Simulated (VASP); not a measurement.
Here is a VASP 6.6.1 calculation.

File POSCAR:

```
InAs
1.0
    0.0000000000      3.0545916286      3.0545916286
    3.0545916286      0.0000000000      3.0545916286
    3.0545916286      3.0545916286      0.0000000000
In As
1 1
Direct
    0.0000000000      0.0000000000      0.0000000000
    0.2500000000      0.2500000000      0.2500000000
```

File INCAR.step1:

```
SYSTEM = InAs
PREC = Accurate
ENCUT = 520
ISMEAR = -1
SIGMA = 0.02
LREAL = .False.
LASPH = .True.
NELM = 100
NBANDS = 16
GGA = PE
ALGO = Normal
EDIFF = 1E-4
LWAVE = .True.
LCHARG = .False.
```

INCAR.step2

```
SYSTEM = InAs
PREC = Accurate
ENCUT = 520
EDIFF = 1E-6
ISMEAR = -1
SIGMA = 0.02
LREAL = .False.
LASPH = .True.
NELM = 100
ALGO = Normal
ISIF = 2
LWAVE = .False.
LCHARG = .True.
METAGGA = R2SCAN
LMIXTAU = .True.
LELF = .True.
LVHAR = .True.
NBANDS = 16
ISTART = 1
```

File KPOINTS:

```
Automatic mesh
0
Gamma
  6 6 6
  0 0 0
```

Potentials or basis: VASP PAW PBE potentials, release 64 (In_d, As).

The run is started by

```bash
$ cat potpaw_PBE.64/In_d/POTCAR potpaw_PBE.64/As/POTCAR > POTCAR
$ cp INCAR.step1 INCAR
$ mpirun -np 1 vasp_std > vasp.out
$ cp INCAR.step2 INCAR
$ mpirun -np 1 vasp_std > vasp.out
```

**Question.** Estimate the band gap on the k mesh.

**Answer.** 0.08 eV.

**Question.** Estimate the pressure.

**Answer.** 0.0 GPa.

Caveat: the PAW data sets were made with another functional, which shifts forces and pressure a little; spin-orbit coupling is left out, which moves the levels of the heavy elements.

**What was measured.**

A printed reference work, data compilation reports, for a bulk crystal of InAs at 4.2 K: band gap 0.418 eV (direct).

Against the measured gap of InAs, 0.418 eV (direct; 4.2 K; a printed reference work, data compilation), the calculated 0.08 eV is off by -0.34 eV. Spin-orbit coupling on As, In is left out. The value is that of r2SCAN, without temperature or zero-point motion.
